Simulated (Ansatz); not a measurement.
# Copper, bcc under BLYP: structure, energy and stiffness

Aim: take copper in the bcc structure, relax it, solve it on a dense k-mesh, then scale the cell to 7 volumes from 88 to 112 % of the relaxed one and try a fit of the equation of state. Spin polarisation is left out. The k-meshes are 15×15×15 for the relaxation; 25×25×25 for the dense run; 17×17×17 for the volumes.

This is Cu in the bcc structure; at room conditions it is fcc.

Method: DFT BLYP, plane waves (420 eV) with PAW, scalar-relativistic; PAW files made under PBE, frozen cores solved again for the functional, in Ansatz 0.2.0.

## 1. The structure to begin with

The structure is cubic, space group Im-3m (No. 229). The conventional cell has a = 2.869 Å, b = 2.869 Å, c = 2.869 Å, α = 90.00°, β = 90.00°, γ = 90.00°. Cu (site symmetry m-3m) has 8 Cu at 2.48 Å as nearest neighbours.

As a file:

```cif
data_structure
_symmetry_space_group_name_H-M 'P 1'
_symmetry_Int_Tables_number 1
_cell_length_a 2.4848
_cell_length_b 2.4848
_cell_length_c 2.4848
_cell_angle_alpha 109.471
_cell_angle_beta 109.471
_cell_angle_gamma 109.471
_cell_volume 11.81
loop_
_atom_site_label
_atom_site_type_symbol
_atom_site_fract_x
_atom_site_fract_y
_atom_site_fract_z
_atom_site_occupancy
Cu1 Cu 0.00000 0.00000 0.00000 1
```

## 2. Geometry optimisation

input.yaml

```yaml
crystal:
  lattice:
    - [-1.4345978267, 1.4345978267, 1.4345978267]
    - [1.4345978267, -1.4345978267, 1.4345978267]
    - [1.4345978267, 1.4345978267, -1.4345978267]
  atoms:
    - { symbol: Cu, position: [0.0, 0.0, 0.0] }
hamiltonian:
  xc: blyp
  pseudopotentials:
    kind: paw
    azcp:
      Cu: "pseudopotentials/Cu.paw.azcp"
basis:
  ecutwfc: 420
  fft_grid_basis: typed
kpoints:
  mp_grid: { grid: [15, 15, 15], shift: [0, 0, 0] }
magnetization:
  spin_polarized: false
scf:
  occupations: { method: fermi_dirac, width: 0.1 }
relax:
  max_steps: 60
  f_tol: 0.01
  cell: {}
output:
  write_density: true
  write_potential: true
  elf: true
  volumetric_format: npy
```

Output:

```text
Warning: RAYON_NUM_THREADS=2 ignored (pool sized by the plan → 2); use --threads N
Engine: ansatz 0.2.0, x86_64-unknown-linux-gnu
Pseudopotentials: kind: paw
Pseudopotential: Cu, paw, valence charge 19, recommended cutoff 420 eV (normal), <dir>
Functional definition: BLYP
  parameter beta = 0.0042
  parameter a = 0.04918
  parameter b = 0.132
  parameter c = 0.2533
  parameter d = 0.349
  exchange = b88_x(beta = beta)
  correlation = lyp_c(a = a, b = b, c = c, d = d)
Crystal: 1 atoms, lattice volume = 11.810 Å³
Basis set: ecut = 420 eV, 225 PW (Γ), exchange–correlation on 36×36×36 points (8 copies of the dense FFT grid, shifted against one another)
Bands: 14, of which v1, the nominal top of the filled ones, is band 10 counted from 1 (9 counted from 0)
Symmetry: 48 space group operations
Space group: Im-3m (ITA 229), of the structure as read, at distance tolerance 2.3e-5 Å
k-points: 120 of 3375
Non-local potential: Cu, projectors of the file, l = 0: 3, l = 1: 2, l = 2: 3, l = 3: 1
PAW form: soft (Blöchl's): semilocal exchange-correlation on the pseudo side does not see the compensation charge
PAW frozen core: Cu, regenerated for the run's functional, and the local potential with it (the file was generated under x = pbe(κ = 0.804, μ = 0.2195149727645171), c = pbe(β = 0.06672455060314922))
PAW one-centre angular grid: Cu, 590 points (default); XC on 64 Gauss nodes
Initial density: superposition of atomic densities (neutral atoms: chi_scale 0, normalization atom), corrected by the library's trained network
Initial wavefunctions: pseudopotential atomic-orbital guess
Functional: x = b88, c = lyp
SCF iter   1: F=—  HF=-6634.131737 eV  |F-HF|=—  |Δ(HF+E_count)|=         —  Δρ=2.03e-2  dr2=3.40e-2  ethr=1.77e-3  ⟨swp⟩=5.3  Hψ=8408  notcnv=0
preconditioner: auto → none  [metal: Δε(μ)=0.093 eV  Ē_g=17.452 eV  σ=0.100 eV  W_gap=0.22  n_scr=0 (ndim 8)  ℏωp=35.8 eV  f_vac=0.000  D(μ)=0.31/eV (n_scr^D=0)]
SCF iter   2: F=—  HF=-6634.126343 eV  |F-HF|=—  |Δ(HF+E_count)|=   5.39e-3  Δρ=3.26e-3  dr2=7.93e-4  ethr=1.79e-4  ⟨swp⟩=2.0  Hψ=3109  notcnv=0  defer=20
SCF iter   3: F=—  HF=-6634.126375 eV  |F-HF|=—  |Δ(HF+E_count)|=   3.19e-5  Δρ=2.09e-3  dr2=4.06e-4  ethr=4.17e-6  ⟨swp⟩=3.0  Hψ=2787  notcnv=0  defer=20
SCF iter   4: F=—  HF=-6634.126390 eV  |F-HF|=—  |Δ(HF+E_count)|=   1.55e-5  Δρ=1.68e-4  dr2=1.34e-6  ethr=2.14e-6  ⟨swp⟩=1.1  Hψ=1739  notcnv=0  defer=20
SCF iter   5: F=—  HF=-6634.126390 eV  |F-HF|=—  |Δ(HF+E_count)|=   4.55e-7  Δρ=1.01e-5  dr2=3.87e-9  ethr=7.06e-9  ⟨swp⟩=2.0  Hψ=2251  notcnv=0  defer=20
SCF iter   6: F=-6634.126390 eV  HF=-6634.126390 eV  |F-HF|=9.64e-11  |Δ(HF+E_count)|=   1.08e-8  Δρ=7.56e-7  dr2=1.39e-11  ethr=2.04e-11  ⟨swp⟩=4.8  Hψ=8321  notcnv=0
SCF 1 converged in 6 iterations: F = -6634.126390 eV  dr2 = 1.39e-11
relax step   1: F+E_penalty+E_count = -6634.12638969 eV  Δ(F+E_penalty+E_count) = +0.000e0 eV  max|allowed force component| = 0.000e0 eV/Å  Δτ_max = 0.0000 Å  P = +10.606 GPa  Ω = 11.810 Å³  (6 SCF iters, dr2 threshold 1.00e-7 eV, accepted)
Crystal: 1 atoms, lattice volume = 12.246 Å³
Initial density: handed on by an earlier stage of this run
Initial wavefunctions: those handed on with the density
iter 1 solved again at ethr=6.45e-5 eV; its pass at ethr=3.10e-3 eV (dr2=1.23e-2 eV) is discarded
SCF iter   1: F=—  HF=-6634.150119 eV  |F-HF|=—  |Δ(HF+E_count)|=         —  Δρ=1.24e-2  dr2=1.24e-2  ethr=6.45e-5  ⟨swp⟩=1.0  Hψ=11034  notcnv=0
preconditioner: auto → none  [metal: Δε(μ)=0.028 eV  Ē_g=17.029 eV  σ=0.100 eV  W_gap=0.07  n_scr=0 (ndim 8)  ℏωp=35.2 eV  f_vac=0.000  D(μ)=0.32/eV (n_scr^D=0)]
SCF iter   2: F=—  HF=-6634.147486 eV  |F-HF|=—  |Δ(HF+E_count)|=   2.63e-3  Δρ=1.06e-3  dr2=6.35e-5  ethr=6.45e-5  ⟨swp⟩=2.4  Hψ=2356  notcnv=0
SCF iter   3: F=—  HF=-6634.147368 eV  |F-HF|=—  |Δ(HF+E_count)|=   1.17e-4  Δρ=6.94e-4  dr2=5.22e-5  ethr=3.34e-7  ⟨swp⟩=2.0  Hψ=2823  notcnv=0
SCF iter   4: F=—  HF=-6634.147356 eV  |F-HF|=—  |Δ(HF+E_count)|=   1.28e-5  Δρ=9.67e-5  dr2=3.36e-7  ethr=2.75e-7  ⟨swp⟩=2.1  Hψ=2212  notcnv=0
iter 5 did not close the SCF: its close was put off for the readings that it lacked (scf_convergence_deferred on its scf_iter line)
SCF iter   5: F=-6634.147357 eV  HF=-6634.147357 eV  |F-HF|=7.35e-10  |Δ(HF+E_count)|=   1.24e-6  Δρ=4.75e-6  dr2=2.01e-9  ethr=1.77e-9  ⟨swp⟩=2.0  Hψ=2829  notcnv=0
SCF iter   6: F=-6634.147357 eV  HF=-6634.147357 eV  |F-HF|=1.00e-11  |Δ(HF+E_count)|=   1.05e-9  Δρ=9.75e-7  dr2=7.48e-11  ethr=1.06e-11  ⟨swp⟩=4.5  Hψ=7963  notcnv=0
SCF 2 converged in 6 iterations: F = -6634.147357 eV  dr2 = 7.48e-11
relax step   2: F+E_penalty+E_count = -6634.14735689 eV  Δ(F+E_penalty+E_count) = -2.097e-2 eV  max|allowed force component| = 0.000e0 eV/Å  Δτ_max = 0.0000 Å  P = +5.133 GPa  Ω = 12.246 Å³  energy of the carried Pulay correction = -2.133e-4 eV  (6 SCF iters, dr2 threshold 1.00e-7 eV, accepted)
Crystal: 1 atoms, lattice volume = 12.686 Å³
Basis set: ecut = 420 eV, 249 PW (Γ), exchange–correlation on 36×36×36 points (8 copies of the dense FFT grid, shifted against one another)
iter 1 solved again at ethr=6.33e-5 eV; its pass at ethr=3.10e-3 eV (dr2=1.20e-2 eV) is discarded
SCF iter   1: F=—  HF=-6634.157532 eV  |F-HF|=—  |Δ(HF+E_count)|=         —  Δρ=1.21e-2  dr2=1.21e-2  ethr=6.33e-5  ⟨swp⟩=1.0  Hψ=11025  notcnv=0
preconditioner: auto → none  [metal: Δε(μ)=0.021 eV  Ē_g=16.623 eV  σ=0.100 eV  W_gap=0.05  n_scr=0 (ndim 8)  ℏωp=34.6 eV  f_vac=0.000  D(μ)=0.32/eV (n_scr^D=0)]
SCF iter   2: F=—  HF=-6634.154990 eV  |F-HF|=—  |Δ(HF+E_count)|=   2.54e-3  Δρ=9.92e-4  dr2=6.47e-5  ethr=6.33e-5  ⟨swp⟩=2.4  Hψ=2333  notcnv=0
SCF iter   3: F=—  HF=-6634.154874 eV  |F-HF|=—  |Δ(HF+E_count)|=   1.17e-4  Δρ=6.84e-4  dr2=5.28e-5  ethr=3.41e-7  ⟨swp⟩=2.0  Hψ=2814  notcnv=0
SCF iter   4: F=—  HF=-6634.154860 eV  |F-HF|=—  |Δ(HF+E_count)|=   1.35e-5  Δρ=8.14e-5  dr2=2.59e-7  ethr=2.78e-7  ⟨swp⟩=2.2  Hψ=2217  notcnv=0
iter 5 did not close the SCF: its close was put off for the readings that it lacked (scf_convergence_deferred on its scf_iter line)
SCF iter   5: F=-6634.154861 eV  HF=-6634.154861 eV  |F-HF|=1.28e-9  |Δ(HF+E_count)|=   9.93e-7  Δρ=5.60e-6  dr2=1.49e-9  ethr=1.36e-9  ⟨swp⟩=2.0  Hψ=2837  notcnv=0
SCF iter   6: F=-6634.154861 eV  HF=-6634.154861 eV  |F-HF|=1.36e-11  |Δ(HF+E_count)|=  5.49e-10  Δρ=9.08e-7  dr2=6.71e-11  ethr=7.85e-12  ⟨swp⟩=4.1  Hψ=8401  notcnv=0
SCF 3 converged in 6 iterations: F = -6634.154861 eV  dr2 = 6.71e-11
relax step   3: F+E_penalty+E_count = -6634.15486101 eV  Δ(F+E_penalty+E_count) = -7.504e-3 eV  max|allowed force component| = 0.000e0 eV/Å  Δτ_max = 0.0000 Å  P = +0.640 GPa  Ω = 12.686 Å³  energy of the carried Pulay correction = -4.205e-4 eV  (6 SCF iters, dr2 threshold 1.00e-7 eV, accepted)
Crystal: 1 atoms, lattice volume = 12.756 Å³
iter 1 solved again at ethr=1.59e-6 eV; its pass at ethr=3.10e-3 eV (dr2=3.02e-4 eV) is discarded
SCF iter   1: F=—  HF=-6634.155032 eV  |F-HF|=—  |Δ(HF+E_count)|=         —  Δρ=1.87e-3  dr2=2.90e-4  ethr=1.59e-6  ⟨swp⟩=2.1  Hψ=10401  notcnv=0
preconditioner: auto → none  [metal: Δε(μ)=0.023 eV  Ē_g=16.497 eV  σ=0.100 eV  W_gap=0.06  n_scr=0 (ndim 8)  ℏωp=34.5 eV  f_vac=0.000  D(μ)=0.33/eV (n_scr^D=0)]
SCF iter   2: F=—  HF=-6634.154976 eV  |F-HF|=—  |Δ(HF+E_count)|=   5.66e-5  Δρ=1.47e-4  dr2=1.87e-6  ethr=1.53e-6  ⟨swp⟩=2.2  Hψ=2275  notcnv=0
SCF iter   3: F=—  HF=-6634.154969 eV  |F-HF|=—  |Δ(HF+E_count)|=   6.69e-6  Δρ=1.02e-4  dr2=1.17e-6  ethr=9.87e-9  ⟨swp⟩=2.7  Hψ=2775  notcnv=0
iter 4 did not close the SCF: its close was put off for the readings that it lacked (scf_convergence_deferred on its scf_iter line)
SCF iter   4: F=-6634.154969 eV  HF=-6634.154969 eV  |F-HF|=1.28e-8  |Δ(HF+E_count)|=   2.88e-7  Δρ=1.13e-5  dr2=5.43e-9  ethr=6.17e-9  ⟨swp⟩=2.3  Hψ=2249  notcnv=0
iter 5 did not close the SCF: its close was put off for the readings that it lacked (scf_convergence_deferred on its scf_iter line)
SCF iter   5: F=-6634.154969 eV  HF=-6634.154969 eV  |F-HF|=1.54e-10  |Δ(HF+E_count)|=   2.00e-8  Δρ=1.46e-6  dr2=1.04e-10  ethr=2.86e-11  ⟨swp⟩=2.0  Hψ=2837  notcnv=0
SCF iter   6: F=-6634.154969 eV  HF=-6634.154969 eV  |F-HF|=9.09e-13  |Δ(HF+E_count)|=  1.18e-11  Δρ=1.11e-7  dr2=9.86e-13  ethr=1.00e-12  ⟨swp⟩=4.0  Hψ=7494  notcnv=0
SCF 4 converged in 6 iterations: F = -6634.154969 eV  dr2 = 9.86e-13
relax step   4: F+E_penalty+E_count = -6634.15496877 eV  Δ(F+E_penalty+E_count) = -1.078e-4 eV  max|allowed force component| = 0.000e0 eV/Å  Δτ_max = 0.0000 Å  P = +0.006 GPa  Ω = 12.756 Å³  energy of the carried Pulay correction = -4.527e-4 eV  (6 SCF iters, accepted)
Initial wavefunctions: pseudopotential atomic-orbital guess (no wavefunctions were taken with the density)
iter 1 solved again at ethr=2.82e-8 eV; its pass at ethr=3.10e-3 eV (dr2=5.37e-6 eV) is discarded
SCF iter   1: F=—  HF=-6634.152870 eV  |F-HF|=—  |Δ(HF+E_count)|=         —  Δρ=1.37e-3  dr2=5.44e-6  ethr=2.82e-8  ⟨swp⟩=3.0  Hψ=13276  notcnv=0
preconditioner: auto → none  [metal: Δε(μ)=0.024 eV  Ē_g=16.485 eV  σ=0.100 eV  W_gap=0.06  n_scr=0 (ndim 8)  ℏωp=34.5 eV  f_vac=0.000  D(μ)=0.33/eV (n_scr^D=0)]
SCF iter   2: F=—  HF=-6634.154817 eV  |F-HF|=—  |Δ(HF+E_count)|=   1.95e-3  Δρ=7.00e-4  dr2=2.17e-6  ethr=2.82e-8  ⟨swp⟩=2.2  Hψ=2329  notcnv=0
SCF iter   3: F=—  HF=-6634.155462 eV  |F-HF|=—  |Δ(HF+E_count)|=   6.45e-4  Δρ=1.22e-4  dr2=5.09e-7  ethr=1.14e-8  ⟨swp⟩=2.2  Hψ=2316  notcnv=0
SCF iter   4: F=—  HF=-6634.155474 eV  |F-HF|=—  |Δ(HF+E_count)|=   1.18e-5  Δρ=1.37e-5  dr2=1.20e-8  ethr=2.68e-9  ⟨swp⟩=2.2  Hψ=2278  notcnv=0
SCF iter   5: F=—  HF=-6634.155474 eV  |F-HF|=—  |Δ(HF+E_count)|=   1.98e-8  Δρ=4.27e-6  dr2=1.31e-9  ethr=6.31e-11  ⟨swp⟩=1.1  Hψ=1756  notcnv=0
SCF iter   6: F=-6634.155474 eV  HF=-6634.155474 eV  |F-HF|=1.64e-11  |Δ(HF+E_count)|=  7.64e-10  Δρ=2.77e-7  dr2=3.05e-12  ethr=1.00e-12  ⟨swp⟩=4.1  Hψ=7712  notcnv=0
SCF 5 converged in 6 iterations: F = -6634.155474 eV  dr2 = 3.05e-12
relax step   5: F+E_penalty+E_count = -6634.15547365 eV  Δ(F+E_penalty+E_count) = -5.049e-4 eV  max|allowed force component| = 0.000e0 eV/Å  Δτ_max = 0.0000 Å  P = +0.045 GPa  Ω = 12.756 Å³  stress off target by 4.54e-2 GPa  SCF on the basis re-selected at this cell (its energy is not comparable with the rows above)  (6 SCF iters)
basis re-selected at this cell: Δ(F+E_penalty+E_count) = -5.049e-4 eV, ΔP = +0.039 GPa vs the last step (what re-selecting the basis moved, of the pressure what is left beyond the Pulay correction that the steps carried, after the strain that the cell walked since its last selection, with what the two solves' SCF thresholds leave and, on support functions, any second-order correction that the steps lacked; it is no measure of the basis error at this ecutwfc). This SCF's stress stands 4.54e-2 GPa from its target on what of the cell is left free (relax.cell.stress_tol is 5.00e-2 GPa) and its largest allowed force component is 0.00e0 eV/Å (relax.f_tol is 1.00e-2 eV/Å): within both
SCF converged after 6 iterations
Free energy (F): -6634.155474 eV
Harris-Foulkes:  -6634.155474 eV  (|F-HF|=1.64e-11)
Internal energy: -6634.145340 eV  (E = F + TS)
E sigma→0 (E₀):  -6634.150407 eV
Entropy (-TS):   -0.010134 eV (-10.134 meV/atom)
Fermi energy:    15.628445 eV
--- Per-component energies (eV) ---
  E_band       = -377.183575
  E_kinetic    = 300.067056
  E_local      = -4190.653133  (includes V_loc(G=0)·N_el)
  E_nonlocal   = 386.246918
  E_hartree    = 1846.998273
  E_xc         = -87.812249
  E_vxc        = -112.942482  (∫ρ·V_xc dr)
  E_paw        = -1675.870864  (= ΣΔE_a)
  E_vpaw       = -453.898609  (= ΣTr[D̂ρ^β])
  E_aug_tail   = 0.000251  (compensation charges beyond the density's cutoff)
  E_ewald      = -3213.122061
  E_core_change = 0.000469  (= ΣΔE_core)
  E_smearing   = -0.010134  (= −TS)
  E_closure    = -0.000000  (closes the sum)
  Σ components = -6634.155474   (vs F -6634.155474, Δ=0.00e0)
--- Forces (eV/Å), atoms counted from 1 ---
  atom   1  Cu    -0.00000000     0.00000000    -0.00000000
  max |Σ_I F_I| component: 1.07e-31 eV/Å
--- Stress (GPa, compression-positive) ---
        0.045389       0.000000       0.000000
        0.000000       0.045389      -0.000000
       -0.000000       0.000000       0.045389
  P = ⅓ Tr σ = 0.0454 GPa (0.454 kbar)
--- Band table (eV; the first three rows and the last of 120) ---
  k-point 0: bands = ["-96.6194", "-54.0448", "-54.0448", "-54.0448", "6.8785", "12.6889", "12.6889", "12.6889", "13.6056", "13.6056", "40.3044", "40.3044", "40.3044", "41.6071"]
  k-point 1: bands = ["-96.6189", "-54.0484", "-54.0461", "-54.0447", "7.0412", "12.6609", "12.6886", "12.7485", "13.5785", "13.6077", "38.1366", "39.5980", "39.7805", "40.2095"]
  k-point 2: bands = ["-96.6176", "-54.0585", "-54.0498", "-54.0446", "7.5215", "12.5822", "12.6802", "12.9204", "13.5174", "13.6145", "34.5815", "37.8779", "38.2190", "38.8452"]
  k-point 119: bands = ["-96.6004", "-54.1083", "-54.1078", "-54.1078", "11.4027", "11.4067", "14.0742", "14.0742", "14.1009", "22.7112", "23.5665", "23.5665", "29.0549", "29.3458"]
--- Relaxed structure (4 steps of the walk, 4 accepted, 1 SCFs on fresh bases) ---
  F+E_penalty+E_count = -6634.15547365 eV   max|allowed force component| = 0.000e0 eV/Å   (the final SCF, on the basis selected at the relaxed cell)
  cell:  # Å, volume = 12.7557 Å³
    - [-1.4719115123218318, 1.4719115123218318, 1.4719115123218318]
    - [1.4719115123218318, -1.4719115123218318, 1.4719115123218318]
    - [1.4719115123218318, 1.4719115123218318, -1.4719115123218318]
  atoms:
    - { symbol: Cu, position: [0.0, 0.0, 0.0] }
```

It took 6.5 s on 2 threads of an x86-64 CPU, shared host; peak memory 0.36 GiB.

Step by step:

```csv
step,energy change (meV/atom),largest force (eV/Å),pressure (GPa),volume (Å³/atom)
1,0.00,0.0000,10.61,11.810
2,-20.97,0.0000,5.13,12.246
3,-28.47,0.0000,0.64,12.686
4,-28.58,0.0000,0.01,12.756
5,-29.08,0.0000,0.05,12.756
```

Steps that repeat a cell are solved on a basis chosen anew, so their changes of energy are no gain of the relaxation.

The cell of the run, before and after:

|  | before | after | change |
| --- | --- | --- | --- |
| a (Å) | 2.485 | 2.549 | +2.6 % |
| b (Å) | 2.485 | 2.549 | +2.6 % |
| c (Å) | 2.485 | 2.549 | +2.6 % |
| volume (Å³/atom) | 11.810 | 12.756 | +8.0 % |
| shortest distance (Å) | 2.485 | 2.549 | +2.6 % |
| space group (spins left aside) | Im-3m | Im-3m | same |

## 3. Single point on a dense mesh

input.yaml

```yaml
crystal:
  lattice:
    - [-1.4719115123, 1.4719115123, 1.4719115123]
    - [1.4719115123, -1.4719115123, 1.4719115123]
    - [1.4719115123, 1.4719115123, -1.4719115123]
  atoms:
    - { symbol: Cu, position: [0.0, 0.0, 0.0] }
hamiltonian:
  xc: blyp
  pseudopotentials:
    kind: paw
    azcp:
      Cu: "pseudopotentials/Cu.paw.azcp"
basis:
  ecutwfc: 420
  fft_grid_basis: typed
kpoints:
  mp_grid: { grid: [25, 25, 25], shift: [0, 0, 0] }
magnetization:
  spin_polarized: false
scf:
  occupations: { method: fermi_dirac, width: 0.1 }
```

Output (excerpt; [...] marks lines left out):

```text
Warning: RAYON_NUM_THREADS=2 ignored (pool sized by the plan → 2); use --threads N
[...]
Pseudopotentials: kind: paw
Pseudopotential: Cu, paw, valence charge 19, recommended cutoff 420 eV (normal), <dir>
Functional definition: BLYP
[...]
Crystal: 1 atoms, lattice volume = 12.756 Å³
Basis set: ecut = 420 eV, 249 PW (Γ), exchange–correlation on 36×36×36 points (8 copies of the dense FFT grid, shifted against one another)
Bands: 14, of which v1, the nominal top of the filled ones, is band 10 counted from 1 (9 counted from 0)
Symmetry: 48 space group operations
Space group: Im-3m (ITA 229), of the structure as read, at distance tolerance 2.3e-5 Å
k-points: 455 of 15625
[...]
SCF iter   1: F=—  HF=-6634.158176 eV  |F-HF|=—  |Δ(HF+E_count)|=         —  Δρ=1.81e-2  dr2=3.05e-2  ethr=1.77e-3  ⟨swp⟩=5.4  Hψ=31908  notcnv=0
[...]
SCF iter   6: F=-6634.153676 eV  HF=-6634.153676 eV  |F-HF|=1.19e-10  |Δ(HF+E_count)|=   8.76e-9  Δρ=8.87e-7  dr2=2.88e-11  ethr=2.11e-11  ⟨swp⟩=1.4  Hψ=17679  notcnv=0
[...]
SCF converged after 6 iterations
Free energy (F): -6634.153676 eV
[...]
E sigma→0 (E₀):  -6634.148826 eV
Entropy (-TS):   -0.009699 eV (-9.699 meV/atom)
Fermi energy:    15.648324 eV
[...]
```

Run time: 3.6 s. Hardware: 2 threads of an x86-64 CPU, shared host; peak memory 0.39 GiB.

## 4. At 88 % of the relaxed volume

input.yaml

```yaml
crystal:
  lattice:
    - [-1.4105092096, 1.4105092096, 1.4105092096]
    - [1.4105092096, -1.4105092096, 1.4105092096]
    - [1.4105092096, 1.4105092096, -1.4105092096]
  atoms:
    - { symbol: Cu, position: [0.0, 0.0, 0.0] }
hamiltonian:
  xc: blyp
  pseudopotentials:
    kind: paw
    azcp:
      Cu: "pseudopotentials/Cu.paw.azcp"
basis:
  ecutwfc: 420
  fft_grid_basis: typed
kpoints:
  mp_grid: { grid: [17, 17, 17], shift: [0, 0, 0] }
magnetization:
  spin_polarized: false
scf:
  occupations: { method: fermi_dirac, width: 0.1 }
  lower_state_search: "off"
output:
  stress: true
```

Output (excerpt; [...] marks lines left out):

```text
Warning: RAYON_NUM_THREADS=2 ignored (pool sized by the plan → 2); use --threads N
[...]
Pseudopotentials: kind: paw
Pseudopotential: Cu, paw, valence charge 19, recommended cutoff 420 eV (normal), <dir>
Functional definition: BLYP
[...]
Crystal: 1 atoms, lattice volume = 11.225 Å³
Basis set: ecut = 420 eV, 225 PW (Γ), exchange–correlation on 36×36×36 points (8 copies of the dense FFT grid, shifted against one another)
Bands: 14, of which v1, the nominal top of the filled ones, is band 10 counted from 1 (9 counted from 0)
Symmetry: 48 space group operations
Space group: Im-3m (ITA 229), of the structure as read, at distance tolerance 2.2e-5 Å
k-points: 165 of 4913
[...]
SCF iter   1: F=—  HF=-6634.076738 eV  |F-HF|=—  |Δ(HF+E_count)|=         —  Δρ=2.16e-2  dr2=3.53e-2  ethr=1.77e-3  ⟨swp⟩=5.3  Hψ=11634  notcnv=0
[...]
SCF iter   6: F=-6634.071012 eV  HF=-6634.071012 eV  |F-HF|=2.40e-10  |Δ(HF+E_count)|=   2.54e-9  Δρ=2.34e-6  dr2=3.55e-10  ethr=5.26e-10  ⟨swp⟩=4.0  Hψ=7521  notcnv=0
[...]
SCF converged after 6 iterations
Free energy (F): -6634.071012 eV
[...]
E sigma→0 (E₀):  -6634.066775 eV
Entropy (-TS):   -0.008475 eV (-8.475 meV/atom)
Fermi energy:    18.360044 eV
[...]
--- Stress (GPa, compression-positive) ---
       20.026151       0.000000       0.000000
        0.000000      20.026151       0.000000
       -0.000000      -0.000000      20.026151
  P = ⅓ Tr σ = 20.0262 GPa (200.262 kbar)
```

Wall time 1.7 s (2 threads of an x86-64 CPU, shared host); peak memory 0.34 GiB.

## 5. At 92 % of the relaxed volume

input.yaml, as its differences from that of step 4:

```diff
@@ -2,5 +2,5 @@
   lattice:
-    - [-1.4105092096, 1.4105092096, 1.4105092096]
-    - [1.4105092096, -1.4105092096, 1.4105092096]
-    - [1.4105092096, 1.4105092096, -1.4105092096]
+    - [-1.4315646901, 1.4315646901, 1.4315646901]
+    - [1.4315646901, -1.4315646901, 1.4315646901]
+    - [1.4315646901, 1.4315646901, -1.4315646901]
   atoms:
```

Output (excerpt; [...] marks lines left out):

```text
Warning: RAYON_NUM_THREADS=2 ignored (pool sized by the plan → 2); use --threads N
[...]
Pseudopotentials: kind: paw
Pseudopotential: Cu, paw, valence charge 19, recommended cutoff 420 eV (normal), <dir>
Functional definition: BLYP
[...]
Crystal: 1 atoms, lattice volume = 11.735 Å³
Basis set: ecut = 420 eV, 225 PW (Γ), exchange–correlation on 36×36×36 points (8 copies of the dense FFT grid, shifted against one another)
Bands: 14, of which v1, the nominal top of the filled ones, is band 10 counted from 1 (9 counted from 0)
Symmetry: 48 space group operations
Space group: Im-3m (ITA 229), of the structure as read, at distance tolerance 2.3e-5 Å
k-points: 165 of 4913
[...]
SCF iter   1: F=—  HF=-6634.126287 eV  |F-HF|=—  |Δ(HF+E_count)|=         —  Δρ=2.04e-2  dr2=3.40e-2  ethr=1.77e-3  ⟨swp⟩=5.3  Hψ=11589  notcnv=0
[...]
SCF iter   6: F=-6634.120927 eV  HF=-6634.120927 eV  |F-HF|=1.19e-10  |Δ(HF+E_count)|=   1.14e-8  Δρ=7.87e-7  dr2=1.61e-11  ethr=1.70e-11  ⟨swp⟩=2.0  Hψ=6994  notcnv=0
[...]
SCF converged after 6 iterations
Free energy (F): -6634.120927 eV
[...]
E sigma→0 (E₀):  -6634.116458 eV
Entropy (-TS):   -0.008938 eV (-8.938 meV/atom)
Fermi energy:    17.366183 eV
[...]
--- Stress (GPa, compression-positive) ---
       11.668801       0.000000      -0.000000
        0.000000      11.668801      -0.000000
       -0.000000       0.000000      11.668801
  P = ⅓ Tr σ = 11.6688 GPa (116.688 kbar)
```

Run time: 1.9 s. Hardware: 2 threads of an x86-64 CPU, shared host; peak memory 0.35 GiB.

[end of part 1 of 2]
